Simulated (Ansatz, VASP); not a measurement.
# One calculation of BaTiO3, two programs

```xyz
5
Lattice="3.9998 0.0000 0.0000 0.0000 3.9998 0.0000 0.0000 0.0000 4.0180" Properties=species:S:1:pos:R:3 pbc="T T T"
Ba    0.0000    0.0000    0.0000
Ti    1.9999    1.9999    1.9688
O     1.9999    1.9999    0.0763
O     1.9999    0.0000    2.0773
O     0.0000    1.9999    2.0773
```

Alike in both runs: task relaxation of cell and atoms; functional PBE; k mesh 6 × 6 × 6; occupations gaussian, width 0.05 eV; no spin polarisation.

```csv
,VASP,Ansatz
version,VASP 6.6.1,Ansatz 0.2.0
potentials or method,"VASP PAW PBE potentials, release 64 (Ba_sv, Ti_sv, O)","scalar-relativistic, plane waves, PAW"
plane-wave cutoff (eV),600,420
valence electrons in the cell,40,40
```

|  | VASP | Ansatz | Ansatz less VASP |
| --- | --- | --- | --- |
| gap on the k mesh at the Fermi level, each at its own relaxed structure (eV) | 1.77 | 1.84 | +0.076 |
| relaxed volume (Å³/atom) | 13.48 | 13.35 | -0.136 |
| relaxed cell length with the largest relative difference (Å) | 4.222 | 4.202 | -0.0200 |
| energy change over the relaxation (meV/atom) | -11 | -8 | +3.1 |

Caveats: spin-orbit coupling is left out, which moves the levels of the heavy elements. Zero-point motion and thermal expansion aren't in these numbers. PBE usually gives volumes a little too large and moduli too small.
